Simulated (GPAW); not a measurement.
GaP:

```
Ga P
1.0
     0.00000    2.72525    2.72525
     2.72525    0.00000    2.72525
     2.72525    2.72525    0.00000
Ga P
1 1
Direct
  0.00000 0.00000 0.00000
  0.75000 0.75000 0.75000
```

| Property | Result |
| --- | --- |
| Program | GPAW 26.7.0 |
| Task | relaxation of cell and atoms |
| Functional | revPBE |
| Potentials or basis | the program's PAW data sets (release 1.2.1) made for this functional |
| Cutoff | 600 eV |
| Basis | pw |
| k mesh | 8 × 8 × 8 |
| Occupations | fermi-dirac, width 0.05 eV |
| Spin | no spin polarisation |

At the start: pressure 6.1 GPa; volume 20.24 Å³/atom.

**Question.** How do energy, volume and symmetry change on relaxing?

**Answer.** Over 4 steps the energy falls by 26.1 meV/atom and the volume is 21.69 Å³/atom (+7.2 %); space group F-43m (No. 216, to 0.05 Å).

The path:
```csv
step,energy change (eV),largest force (eV/Å),pressure (GPa),volume (Å³)
1,0.0000,0.0000,6.11,40.48
2,-0.0223,0.0000,4.48,41.16
3,-0.0520,0.0000,0.34,43.20
4,-0.0523,0.0000,0.02,43.38
```

Final structure:
```
CELL_PARAMETERS angstrom
0.00000 2.78874 2.78874
2.78874 0.00000 2.78874
2.78874 2.78874 0.00000
ATOMIC_POSITIONS crystal
Ga 0.00000 0.00000 0.00000
P 0.75000 0.75000 0.75000
```

Caveat: the data sets keep Ga 3d, Li 1s and Be 1s frozen, and some such compounds lay over 1.5 % in volume off other programs; later steps reuse the first step's grids.
